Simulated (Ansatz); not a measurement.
**The 2H-MoS2 bilayer (2H stacking) between two gates**

How do the bands of the 2H-MoS2 bilayer (2H stacking) follow a displacement field between two gates?

Calculated with Ansatz 0.2.0; plane-wave DFT, PBE-D3(BJ), Ansatz PAW.

## 1. The starting structure

The cell holds 6 atoms: 4 S and 2 Mo. Its edges and angles: a = 3.180 Å, b = 3.180 Å, c = 50.025 Å, α = 90.0°, β = 90.0°, γ = 120.0°. Regions: layer 1: 2H-MoS2, 3 atoms (2 S and 1 Mo); layer 2: 2H-MoS2, 3 atoms (2 S and 1 Mo). Vacuum lies along c.

Coordinates:

```cif
data_structure
_symmetry_space_group_name_H-M 'P 1'
_symmetry_Int_Tables_number 1
_cell_length_a 3.1800
_cell_length_b 3.1800
_cell_length_c 50.0252
_cell_angle_alpha 90.000
_cell_angle_beta 90.000
_cell_angle_gamma 120.000
_cell_volume 438.10
loop_
_atom_site_label
_atom_site_type_symbol
_atom_site_fract_x
_atom_site_fract_y
_atom_site_fract_z
_atom_site_occupancy
S1 S 0.33333 0.66667 0.40480 1
Mo2 Mo 0.00000 0.00000 0.43741 1
S3 S 0.33333 0.66667 0.47002 1
S4 S 0.00000 0.00000 0.52998 1
Mo5 Mo 0.33333 0.66667 0.56259 1
S6 S 0.00000 0.00000 0.59520 1
```

## 2. Relaxation

The starting cell is a guess, so the in-plane lattice and the atoms are relaxed first, with the slab cut off from its images along the normal.

input.yaml reads:

```yaml
crystal:
  lattice:
    - [3.18, 0.0, 0.0]
    - [-1.59, 2.753960784, 0.0]
    - [0.0, 0.0, 50.0251954735]
  atoms:
    - { symbol: S, position: [0.3333333333, 0.6666666667, 0.4047960195] }
    - { symbol: Mo, position: [0.0, 0.0, 0.4374055646] }
    - { symbol: S, position: [0.3333333333, 0.6666666667, 0.4700151097] }
    - { symbol: S, position: [0.0, 0.0, 0.5299848903] }
    - { symbol: Mo, position: [0.3333333333, 0.6666666667, 0.5625944354] }
    - { symbol: S, position: [0.0, 0.0, 0.5952039805] }
  periodic: [true, true, false]
kpoints:
  mp_grid: { grid: [12, 12, 1] }
hamiltonian:
  xc: pbe
  dispersion: d3bj
scf:
  occupations: { method: fermi_dirac, width: 0.05 }
  convergence: { dr2_threshold: 1.0e-09 }
relax:
  f_tol: 0.004
  max_steps: 90
  cell: {}
output:
  write_potential: true
  write_density: true
  volumetric_format: npy
```

Started as:

```
ansatz run input.yaml --threads 4 --pin off --max-ram 6144MiB --backend cpu --events-out ev --progress --plain --runs-dir out
```

Numbers of over 12 decimals in the logs are rounded to 6 here.

The program printed:

```text
Warning: relax.cell: scf.convergence.dr2_threshold = 1e-9 eV is looser than the 1.57383960415e-10 eV advised for a relaxation that steers and ends on the stress (1e-10 eV for each atom of the cell: 6, times the square of relax.cell.stress_2d_tol = 0.05 N/m over 19.5 Å (the atoms' height at the walk's start and 5 Å past either face), 2.561e-2 GPa, over a crystal's default 0.05). What an SCF threshold leaves in a stress goes as its square root, and in the free energy as the threshold itself, and one threshold admits the most on a small cell: [figures from the program's tests cut] Set scf.convergence.dr2_threshold to 1.57383960415e-10 eV or tighter. [rest of the remark cut]
Engine: ansatz 0.2.0, x86_64-unknown-linux-gnu
Pseudopotentials: kind: paw
Pseudopotential: S, paw, valence charge 6, recommended cutoff 420 eV (normal), S.paw.azcp
Pseudopotential: Mo, paw, valence charge 14, recommended cutoff 420 eV (normal), Mo.paw.azcp
Functional definition: PBE
  parameter kappa = 0.804
  parameter beta = 0.066725
  exchange = pbe_x(kappa = kappa, mu = beta*pi^2/3)
  correlation = pbe_c(beta = beta)
Crystal: 6 atoms, lattice volume = 438.100 Å³
Basis set: ecut = 420 eV, 8603 PW (Γ), exchange–correlation on 48×48×720 points (8 copies of the dense FFT grid, shifted against one another)
Bands: 32, of which v1, the nominal top of the filled ones, is band 26 counted from 1 (25 counted from 0)
Symmetry: 12 space group operations
Space group: P-3m1 (ITA 164), of the structure as read, at distance tolerance 7.6e-5 Å
k-points: 19 of 144
Non-local potential: S, projectors of the file, l = 0: 2, l = 1: 2, l = 2: 2
Non-local potential: Mo, projectors of the file, l = 0: 3, l = 1: 2, l = 2: 2, l = 3: 1
PAW form: soft (Blöchl's): semilocal exchange-correlation on the pseudo side does not see the compensation charge
PAW one-centre angular grid: S, 110 points (default); XC on 64 Gauss nodes
PAW one-centre angular grid: Mo, 590 points (default); XC on 64 Gauss nodes
Initial density: superposition of atomic densities (neutral atoms: chi_scale 0, normalization atom), corrected by the library's trained network
Initial wavefunctions: pseudopotential atomic-orbital guess
Functional: x = pbe(κ = 0.804, μ = 0.219515), c = pbe(β = 0.066725)
SCF iter   1: F=—  HF=-13527.582015 eV  |F-HF|=—  |Δ(HF+E_count)|=         —  Δρ=2.92e-3  dr2=1.07e-1  ethr=1.77e-3  ⟨swp⟩=15.5  Hψ=4788  notcnv=0
preconditioner: auto → Resta (q_TF=auto, 1.913 Å⁻¹)  ε∞=3.0  [insulator: Δε(μ)=1.252 eV  Ē_g=7.455 eV  σ=0.050 eV  W_gap=1.00  n_scr=30 (ndim 8)  ℏωp=10.6 eV  f_vac=0.734  D(μ)=0.00/eV (n_scr^D=0)  ε∞_Penn≈3.0  vacuum switching on, ρ_ref=4.0e-3 e/Å³]
SCF iter   2: F=—  HF=-13527.599014 eV  |F-HF|=—  |Δ(HF+E_count)|=   1.70e-2  Δρ=2.50e-3  dr2=1.76e-1  ethr=2.07e-4  ⟨swp⟩=4.4  Hψ=1394  notcnv=0  defer=3
SCF iter   3: F=—  HF=-13527.585055 eV  |F-HF|=—  |Δ(HF+E_count)|=   1.40e-2  Δρ=1.40e-3  dr2=2.22e-3  ethr=2.07e-4  ⟨swp⟩=2.8  Hψ=987  notcnv=0  defer=3
SCF iter   4: F=—  HF=-13527.590391 eV  |F-HF|=—  |Δ(HF+E_count)|=   5.34e-3  Δρ=4.81e-4  dr2=2.82e-3  ethr=4.27e-6  ⟨swp⟩=3.2  Hψ=1427  notcnv=0  defer=3
SCF iter   5: F=—  HF=-13527.590057 eV  |F-HF|=—  |Δ(HF+E_count)|=   3.34e-4  Δρ=1.30e-4  dr2=2.30e-4  ethr=4.27e-6  ⟨swp⟩=2.9  Hψ=978  notcnv=0  defer=3
SCF iter   6: F=—  HF=-13527.590037 eV  |F-HF|=—  |Δ(HF+E_count)|=   1.99e-5  Δρ=5.43e-5  dr2=1.78e-5  ethr=4.43e-7  ⟨swp⟩=3.3  Hψ=1286  notcnv=0  defer=3
SCF iter   7: F=—  HF=-13527.590047 eV  |F-HF|=—  |Δ(HF+E_count)|=   1.03e-5  Δρ=1.57e-5  dr2=3.39e-6  ethr=3.42e-8  ⟨swp⟩=3.2  Hψ=1358  notcnv=0  defer=3
SCF iter   8: F=—  HF=-13527.589912 eV  |F-HF|=—  |Δ(HF+E_count)|=   1.35e-4  Δρ=7.25e-6  dr2=6.38e-7  ethr=6.51e-9  ⟨swp⟩=2.7  Hψ=1216  notcnv=0  defer=3
SCF iter   9: F=—  HF=-13527.589912 eV  |F-HF|=—  |Δ(HF+E_count)|=   7.88e-8  Δρ=1.70e-6  dr2=3.47e-8  ethr=1.23e-9  ⟨swp⟩=2.7  Hψ=1213  notcnv=0  defer=3
SCF iter  10: F=-13527.589912 eV  HF=-13527.589912 eV  |F-HF|=4.02e-10  |Δ(HF+E_count)|=   3.07e-9  Δρ=2.98e-7  dr2=6.23e-10  ethr=1.92e-12  ⟨swp⟩=11.6  Hψ=6205  notcnv=0
SCF 1 converged in 10 iterations: F = -13527.589912 eV  dr2 = 6.23e-10
  greatest PAW one-centre occupation: 0.998 electrons in one spin orbital (limit 2), on the Mo atom at site 4 (counted from 0), in its partial waves of l = 0
relax step   1: F+E_penalty+E_count = -13527.58991170 eV  Δ(F+E_penalty+E_count) = +0.000e0 eV  max|allowed force component| = 1.253e0 eV/Å  Δτ_max = 0.0000 Å  P = -7.663 N/m  Ω = 438.100 Å³  fix = [c, alpha, beta]  reactions: c +0.000 N/m  (10 SCF iters, accepted)
Crystal: 6 atoms, lattice volume = 436.775 Å³
Basis set: ecut = 420 eV, 8567 PW (Γ), exchange–correlation on 48×48×720 points (8 copies of the dense FFT grid, shifted against one another)
Initial density: handed on by an earlier stage of this run
Initial wavefunctions: those handed on with the density
iter 1 solved again at ethr=3.47e-4 eV; its pass at ethr=3.10e-3 eV (dr2=1.80e-1 eV) is discarded
SCF iter   1: F=—  HF=-13527.765700 eV  |F-HF|=—  |Δ(HF+E_count)|=         —  Δρ=6.95e-3  dr2=2.06e-1  ethr=3.47e-4  ⟨swp⟩=2.7  Hψ=5206  notcnv=0
eigensolver tolerance schedule calibrated: the retry pair's looser diagonalisation under-reported the residual by θ = 0.13 (0.13/decade); ethr = c·dr2/N_el runs at the constant in force after the calibration composes with the one it found (an armed cap, an earlier calibration), c = 5.7e-2
preconditioner: auto → Resta (q_TF=auto, 1.914 Å⁻¹)  ε∞=2.9  [insulator: Δε(μ)=0.909 eV  Ē_g=7.828 eV  σ=0.050 eV  W_gap=1.00  n_scr=30 (ndim 8)  ℏωp=10.7 eV  f_vac=0.744  D(μ)=0.00/eV (n_scr^D=0)  ε∞_Penn≈2.9  vacuum switching on, ρ_ref=4.4e-3 e/Å³]
SCF iter   2: F=—  HF=-13527.740607 eV  |F-HF|=—  |Δ(HF+E_count)|=   2.51e-2  Δρ=3.78e-3  dr2=9.67e-2  ethr=2.26e-4  ⟨swp⟩=4.1  Hψ=1358  notcnv=0  defer=5
SCF iter   3: F=—  HF=-13527.731402 eV  |F-HF|=—  |Δ(HF+E_count)|=   9.21e-3  Δρ=2.49e-3  dr2=3.81e-2  ethr=1.06e-4  ⟨swp⟩=4.1  Hψ=1420  notcnv=0  defer=2
SCF iter   4: F=—  HF=-13527.727433 eV  |F-HF|=—  |Δ(HF+E_count)|=   3.97e-3  Δρ=7.03e-4  dr2=3.60e-3  ethr=4.17e-5  ⟨swp⟩=2.7  Hψ=1126  notcnv=0  defer=2
SCF iter   5: F=—  HF=-13527.727183 eV  |F-HF|=—  |Δ(HF+E_count)|=   2.50e-4  Δρ=2.87e-4  dr2=4.85e-4  ethr=3.94e-6  ⟨swp⟩=3.6  Hψ=1387  notcnv=0
SCF iter   6: F=—  HF=-13527.727183 eV  |F-HF|=—  |Δ(HF+E_count)|=   8.78e-8  Δρ=9.15e-5  dr2=3.60e-5  ethr=5.31e-7  ⟨swp⟩=3.3  Hψ=1199  notcnv=0
SCF iter   7: F=—  HF=-13527.727324 eV  |F-HF|=—  |Δ(HF+E_count)|=   1.40e-4  Δρ=1.62e-5  dr2=2.38e-6  ethr=3.95e-8  ⟨swp⟩=3.7  Hψ=1474  notcnv=0
[...]
SCF iter   5: F=—  HF=-13527.780893 eV  |F-HF|=—  |Δ(HF+E_count)|=   4.01e-4  Δρ=4.88e-4  dr2=1.54e-3  ethr=6.53e-6  ⟨swp⟩=3.9  Hψ=1422  notcnv=0  defer=3
SCF iter   6: F=—  HF=-13527.780846 eV  |F-HF|=—  |Δ(HF+E_count)|=   4.70e-5  Δρ=1.61e-4  dr2=1.21e-4  ethr=2.97e-6  ⟨swp⟩=2.6  Hψ=1111  notcnv=0  defer=3
SCF iter   7: F=—  HF=-13527.780833 eV  |F-HF|=—  |Δ(HF+E_count)|=   1.33e-5  Δρ=1.18e-4  dr2=7.28e-5  ethr=2.33e-7  ⟨swp⟩=3.9  Hψ=1609  notcnv=0  defer=3
SCF iter   8: F=—  HF=-13527.780763 eV  |F-HF|=—  |Δ(HF+E_count)|=   6.98e-5  Δρ=5.97e-5  dr2=1.81e-5  ethr=1.40e-7  ⟨swp⟩=2.3  Hψ=1033  notcnv=0  defer=3
SCF iter   9: F=—  HF=-13527.780762 eV  |F-HF|=—  |Δ(HF+E_count)|=   1.28e-6  Δρ=1.53e-5  dr2=1.36e-6  ethr=3.47e-8  ⟨swp⟩=3.1  Hψ=1299  notcnv=0  defer=3
SCF iter  10: F=—  HF=-13527.780624 eV  |F-HF|=—  |Δ(HF+E_count)|=   1.37e-4  Δρ=1.57e-6  dr2=1.63e-8  ethr=2.61e-9  ⟨swp⟩=3.3  Hψ=1470  notcnv=0  defer=3
SCF iter  11: F=—  HF=-13527.780624 eV  |F-HF|=—  |Δ(HF+E_count)|=  6.17e-10  Δρ=5.19e-7  dr2=2.15e-9  ethr=3.13e-11  ⟨swp⟩=4.0  Hψ=1493  notcnv=0  defer=3
SCF iter  12: F=-13527.780624 eV  HF=-13527.780624 eV  |F-HF|=1.31e-10  |Δ(HF+E_count)|=  3.22e-10  Δρ=1.64e-7  dr2=1.65e-10  ethr=1.92e-12  ⟨swp⟩=12.5  Hψ=5238  notcnv=0
SCF 3 converged in 12 iterations: F = -13527.780624 eV  dr2 = 1.65e-10
relax step   3: F+E_penalty+E_count = -13527.78062437 eV  Δ(F+E_penalty+E_count) = -5.343e-2 eV  max|allowed force component| = 2.168e-1 eV/Å  Δτ_max = 0.1802 Å  P = +0.284 N/m  Ω = 429.074 Å³  energy of the carried Pulay correction = +2.317e-4 eV  fix = [c, alpha, beta]  reactions: c +0.000 N/m  (12 SCF iters, accepted)
[...]
relax step   4: F+E_penalty+E_count = -13527.79855506 eV  Δ(F+E_penalty+E_count) = -1.793e-2 eV  max|allowed force component| = 3.001e-2 eV/Å  Δτ_max = 0.1464 Å  P = -0.105 N/m  Ω = 430.210 Å³  energy of the carried Pulay correction = +2.023e-4 eV  fix = [c, alpha, beta]  reactions: c -0.000 N/m  (12 SCF iters, accepted)
[...]
relax step   5: F+E_penalty+E_count = -13527.79977477 eV  Δ(F+E_penalty+E_count) = -1.220e-3 eV  max|allowed force component| = 5.764e-3 eV/Å  Δτ_max = 0.0306 Å  P = +0.011 N/m  Ω = 430.291 Å³  energy of the carried Pulay correction = +2.002e-4 eV  fix = [c, alpha, beta]  reactions: c +0.000 N/m  (10 SCF iters, accepted)
[...]
relax step   6: F+E_penalty+E_count = -13527.79981017 eV  Δ(F+E_penalty+E_count) = -3.539e-5 eV  max|allowed force component| = 6.499e-4 eV/Å  Δτ_max = 0.0055 Å  P = -0.011 N/m  Ω = 430.358 Å³  energy of the carried Pulay correction = +1.985e-4 eV  fix = [c, alpha, beta]  reactions: c -0.000 N/m  (9 SCF iters, accepted)
Initial wavefunctions: pseudopotential atomic-orbital guess (no wavefunctions were taken with the density)
iter 1 solved again at ethr=7.65e-8 eV; its pass at ethr=3.10e-3 eV (dr2=3.98e-5 eV) is discarded
SCF iter   1: F=—  HF=-13527.799735 eV  |F-HF|=—  |Δ(HF+E_count)|=         —  Δρ=1.25e-5  dr2=1.05e-7  ethr=7.65e-8  ⟨swp⟩=6.6  Hψ=8034  notcnv=0
preconditioner: auto → Resta (q_TF=auto, 1.918 Å⁻¹)  ε∞=2.9  [insulator: Δε(μ)=1.211 eV  Ē_g=7.792 eV  σ=0.050 eV  W_gap=1.00  n_scr=30 (ndim 8)  ℏωp=10.7 eV  f_vac=0.741  D(μ)=0.00/eV (n_scr^D=0)  ε∞_Penn≈2.9  vacuum switching on, ρ_ref=4.4e-3 e/Å³]
SCF iter   2: F=—  HF=-13527.799599 eV  |F-HF|=—  |Δ(HF+E_count)|=   1.36e-4  Δρ=6.01e-6  dr2=2.62e-8  ethr=2.01e-10  ⟨swp⟩=4.2  Hψ=1903  notcnv=0
SCF iter   3: F=—  HF=-13527.799599 eV  |F-HF|=—  |Δ(HF+E_count)|=   1.98e-8  Δρ=2.11e-6  dr2=3.11e-8  ethr=5.04e-11  ⟨swp⟩=2.9  Hψ=1297  notcnv=0
SCF iter   4: F=—  HF=-13527.799599 eV  |F-HF|=—  |Δ(HF+E_count)|=   1.80e-9  Δρ=6.93e-7  dr2=1.99e-9  ethr=5.04e-11  ⟨swp⟩=2.7  Hψ=940  notcnv=0
SCF iter   5: F=-13527.799599 eV  HF=-13527.799599 eV  |F-HF|=2.73e-11  |Δ(HF+E_count)|=  2.31e-10  Δρ=2.19e-7  dr2=2.25e-10  ethr=1.92e-12  ⟨swp⟩=14.9  Hψ=5310  notcnv=0
SCF 7 converged in 5 iterations: F = -13527.799599 eV  dr2 = 2.25e-10
relax step   7: F+E_penalty+E_count = -13527.79959944 eV  Δ(F+E_penalty+E_count) = +2.107e-4 eV  max|allowed force component| = 6.439e-4 eV/Å  Δτ_max = 0.0000 Å  P = -0.009 N/m  Ω = 430.358 Å³  fix = [c, alpha, beta]  reactions: c -0.000 N/m  stress off target by 8.76e-3 N/m on what of the cell is left free  SCF on the basis re-selected at this cell (its energy is not comparable with the rows above)  (5 SCF iters)
basis re-selected at this cell: Δ(F+E_penalty+E_count) = +2.107e-4 eV, ΔP = +0.002 N/m vs the last step (what re-selecting the basis moved, of the pressure what is left beyond the Pulay correction that the steps carried, after the strain that the cell walked since its last selection, with what the two solves' SCF thresholds leave and, on support functions, any second-order correction that the steps lacked; it is no m [...]
SCF converged after 5 iterations
Free energy (F): -13527.799599 eV
Harris-Foulkes:  -13527.799599 eV  (|F-HF|=2.73e-11)
Internal energy: -13527.799599 eV  (E = F + TS)
E sigma→0 (E₀):  -13527.799599 eV
Entropy (-TS):   -0.000000 eV (-0.000 meV/atom)
Fermi energy:    -4.866124 eV
--- Per-component energies (eV) ---
  E_band       = -1152.435180
  E_kinetic    = 1313.414317
  E_local      = -252719.209823  (includes V_loc(G=0)·N_el)
  E_nonlocal   = 398.408860
  E_hartree    = 125486.229572
  E_xc         = -757.544910
  E_vxc        = -810.724255  (∫ρ·V_xc dr)
  E_paw        = -8803.142493  (= ΣΔE_a)
  E_vpaw       = -306.785224  (= ΣTr[D̂ρ^β])
  E_aug_tail   = 0.000080  (compensation charges beyond the density's cutoff)
  E_ewald      = 121556.296805
  E_disp       = -2.252007  (pairwise vdW)
  E_smearing   = -0.000000  (= −TS)
  E_closure    = -0.000000  (closes the sum)
  Σ components = -13527.799599   (vs F -13527.799599, Δ=0.00e0)
--- Forces (eV/Å), atoms counted from 1 ---
  atom   1  S      0.00000000    -0.00000000     0.00007554
  atom   2  Mo    -0.00000000    -0.00000000     0.00064389
  atom   3  S      0.00000000    -0.00000000    -0.00013618
  atom   4  S      0.00000000     0.00000000     0.00013618
  atom   5  Mo     0.00000000     0.00000000    -0.00064389
  atom   6  S     -0.00000000     0.00000000    -0.00007554
  max |Σ_I F_I| component: 3.47e-18 eV/Å
--- 2D stress c σ (N/m, compression-positive) ---
       -0.008760       0.000000      -0.000000
        0.000000      -0.008760      -0.000000
       -0.000000      -0.000000      -0.000000
  P = ½ c Tr σ = -0.0088 N/m
--- Band table (eV; the first three rows and the last of 19) ---
  k-point 0: bands = [... 22 lower, -7.3622, -7.2075, -6.1876, -5.4246, -3.1043, -3.1043, -3.0807, -3.0807, ... 2 higher]
  k-point 1: bands = [... 22 lower, -7.2349, -6.8492, -6.2020, -5.5768, -3.2223, -3.2083, -3.1302, -3.0772, ... 2 higher]
  k-point 2: bands = [... 22 lower, -7.2089, -6.7955, -6.3404, -6.0678, -3.6765, -3.4503, -3.3217, -3.3089, ... 2 higher]
  k-point 18: bands = [... 22 lower, -8.0704, -8.0704, -5.9822, -5.8824, -4.1397, -4.1397, -3.2104, -2.6210, ... 2 higher]
  the weakly bound empty levels are not read free of the cell's end (no_gap_told)
--- Relaxed structure (6 steps of the walk, 6 accepted, 1 SCFs on fresh bases) ---
  F+E_penalty+E_count = -13527.79959944 eV   max|allowed force component| = 6.439e-4 eV/Å   (the final SCF, on the basis selected at the relaxed cell)
  cell:  # Å, volume = 430.3579 Å³
    - [3.151775, 0.0, 0]
    - [-1.575887, 2.729517, 0]
    - [0, 0, 50.0251954735]
  atoms:
    - { symbol: S, position: [0.333333, 0.666667, 0.408098] }
    - { symbol: Mo, position: [9.251858539620032e-18, -5.0885221963063406e-17, 0.439434] }
    - { symbol: S, position: [0.333333, 0.666667, 0.470739] }
    - { symbol: S, position: [9.251858539620042e-18, -5.088522196306339e-17, 0.529261] }
    - { symbol: Mo, position: [0.333333, 0.666667, 0.560566] }
    - { symbol: S, position: [9.251858539620042e-18, -5.088522196306339e-17, 0.591902] }
```

Run time: 31 s. Hardware: 4 threads of Intel Xeon 6975P-C (Granite Rapids), shared host; peak memory 1 GiB; 2 min of CPU time.

Step by step:

```csv
step,energy less that of the first step (eV),largest force component (eV/Å),volume (Å³)
1,0.0000,1.2534,438.10
2,-0.1373,0.8118,436.78
3,-0.1907,0.2168,429.07
4,-0.2086,0.0300,430.21
5,-0.2099,0.0058,430.29
6,-0.2099,0.0006,430.36
7*,-0.2097,0.0006,430.36
```

Relaxation steps marked * repeat the geometry before them on a plane-wave basis chosen anew for their cell, so energy and pressure can jump there.

Forces are held to the 12 operations that the run works with; a distortion that breaks them can't arise in this run.

```csv
cell as run,before,after,change
a (Å),3.180,3.152,-0.9 %
b (Å),3.180,3.152,-0.9 %
```

The atoms that moved most (Å, along periodic axes as changes of fractional coordinates times the final cell, across vacuum about the mean position):

```
atom     dx     dy      dz  length
  S1  0.000  0.000   0.165   0.165
  S6  0.000  0.000  -0.165   0.165
 Mo5  0.000  0.000  -0.101   0.101
 Mo2  0.000  0.000   0.101   0.101
  S4  0.000  0.000  -0.036   0.036
  S3  0.000  0.000   0.036   0.036
```

Final coordinates:

```xyz
6
Lattice="3.1518 0.0000 0.0000 -1.5759 2.7295 0.0000 0.0000 0.0000 50.0252" Properties=species:S:1:pos:R:3
S     0.0000    1.8197   20.4152
Mo    0.0000    0.0000   21.9828
S     0.0000    1.8197   23.5488
S     0.0000    0.0000   26.4764
Mo    0.0000    1.8197   28.0424
S     0.0000    0.0000   29.6100
```

The lattice constant a goes from 3.180 to 3.152 Å.

(Continued in part 2 of 3.)

[Logs are printed without paths, hosts, clocks, repeated set-up lines and the standing remarks that a program may print on its own settings, such as how far it seeks lower states.]

[Hosts, paths, dates, database ids (printed as entryN), source tags and the programs' standing remarks are cut or masked in the printed files.]

[Maps of the electrostatic potential energy from Ansatz leave out the sawtooth potential of an applied field or a dipole correction, so their vacuum need not be flat; planar profiles and work functions include it.]
